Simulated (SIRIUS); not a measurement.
## Al under changes of volume

One of the cells (16.935 Å³/atom); the others are scaled copies at fixed shape and fractional positions:

```
Al
1.0
     0.00000    2.03821    2.03821
     2.03821    0.00000    2.03821
     2.03821    2.03821    0.00000
Al
1
Direct
  0.00000 0.00000 0.00000
```

```yaml
Program: SIRIUS 7.10.0
Functional: PBE
Potentials_or_basis: PseudoDojo 0.4.1 PBE standard (scalar relativistic)
Cutoff: 557 eV
Density_cutoff: 2229 eV
k_mesh: 11 × 11 × 11
Occupations: fermi-dirac, width 0.05 eV
Spin: no spin polarisation
```

```tsv
volume (Å³/atom)	energy over the lowest point (meV/atom)	pressure (GPa)
15.607	11.62	4.8
15.939	3.83	2.8
16.271	0.00	1.0
16.935	2.64	-2.1
17.267	8.41	-3.4
17.599	?	?
```

Problem. What does the run at 17.599 Å³/atom give?

Solution. Energy over the lowest point 16.72 meV/atom; pressure -4.6 GPa.

Worked out: A Birch-Murnaghan fit of order 3 (a polynomial in V^(-2/3)) to the other rows has its minimum at 16.46 Å³/atom with B0 = V·E''(V) = 80 GPa and B' = 4.4. It gives 16.75 meV/atom at 17.599 Å³/atom, against the run's 16.72, and -dE/dV = -4.6 GPa, against -4.6.

Energies are extrapolated to zero smearing.
